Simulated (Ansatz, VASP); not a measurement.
# Two plane-wave programs on HgTe (Coloradoite)

File INCAR:

```
SYSTEM = HgTe
ALGO = Normal
EDIFF = 1E-6
EDIFFG = -0.01
ENCUT = 600
GGA = PE
IBRION = 2
ISIF = 3
ISMEAR = -1
IVDW = 12
LASPH = .True.
LCHARG = .False.
LREAL = .False.
LWAVE = .False.
NELM = 80
NSW = 60
PREC = Accurate
SIGMA = 0.05
```

Contents of KPOINTS:

```
k-points
0
Gamma
  7 7 7
  0 0 0
```

The input POSCAR:

```
HgTe
1.0
    0.0000000000      3.2145000000      3.2145000000
    3.2145000000      0.0000000000      3.2145000000
    3.2145000000      3.2145000000      0.0000000000
Hg Te
1 1
Direct
    0.0000000000      0.0000000000      0.0000000000
    0.7500000000      0.7500000000      0.7500000000
```

The input input.yaml:

```yaml
crystal:
  lattice:
    - [0.0, 3.2145, 3.2145]
    - [3.2145, 0.0, 3.2145]
    - [3.2145, 3.2145, 0.0]
  atoms:
    - { symbol: Hg, position: [0.0, 0.0, 0.0] }
    - { symbol: Te, position: [0.75, 0.75, 0.75] }
hamiltonian:
  xc: pbe
  pseudopotentials: { kind: paw }
  dispersion: d3bj
kpoints:
  mp_grid: { grid: [7, 7, 7] }
scf:
  occupations: { method: fermi_dirac, width: 0.05 }
output:
  forces: true
  stress: true
relax:
  f_tol: 0.01
  max_steps: 40
  cell: { stress_tol: 0.05 }
```

Alike in both runs: task relaxation of cell and atoms; functional PBE; dispersion D3(BJ); k mesh 7 × 7 × 7; occupations fermi-dirac, width 0.05 eV; no spin polarisation.

|  | VASP | Ansatz |
| --- | --- | --- |
| version | VASP 6.6.1 | Ansatz 0.2.0 |
| potentials or method | VASP PAW PBE potentials, release 64 (Hg, Te) | Ansatz PAW |
| plane-wave cutoff (eV) | 600 | 420 |
| valence electrons in the cell | 18 | 36 |

```csv
,VASP,Ansatz,Ansatz less VASP
relaxed volume (Å³/atom),35.14,35.08,-0.064
relaxed cell length with the largest relative difference (Å),4.632,4.629,-0.0028
energy change over the relaxation (meV/atom),-15,-14,+1.1
```

The two sets of potentials don't hold the same shells in valence.

Caveats: pairwise dispersion overbinds metals, which lowers pressure and volume (VASP); the plane-wave basis is chosen anew once the cell has moved, so the energies of steps on either side of that aren't comparable (Ansatz). Spin-orbit coupling is left out, which matters for the levels of Hg, Te. Zero-point motion and thermal expansion aren't in these numbers.
